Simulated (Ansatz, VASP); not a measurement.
**One calculation of Se, two programs**

```
Se
1.0
     2.38611    0.00000    0.00000
     0.00000    2.38611    0.00000
     0.00000    0.00000    2.38611
Se
1
Direct
  0.00000 0.00000 0.00000
```

Change from the starting cell: volume scaled by 0.6, LAPW.

Alike in both runs: task single point; functional PBE; k mesh 15 × 15 × 15; occupations fermi-dirac, width 0.08 eV; no spin polarisation.

```csv
,VASP,Ansatz
version,VASP 6.6.1,Ansatz 0.2.0
potentials or method,"VASP PAW PBE potentials, release 64 (Se), cutoff 520 eV","all-electron LAPW, scalar-relativistic"
```

Ansatz gave:

```
pressure (GPa) : 105.8
```

**Question.** Estimate VASP's values.

**Answer.** Pressure (GPa): 107.0.

Ansatz ran all-electron here, so the differences hold the error of VASP's frozen core and of both bases.

Caveats: the cell as given lies far from equilibrium; so large a pressure means that the cell lies far from this level's equilibrium, or that cutoff or potentials fall short (VASP).
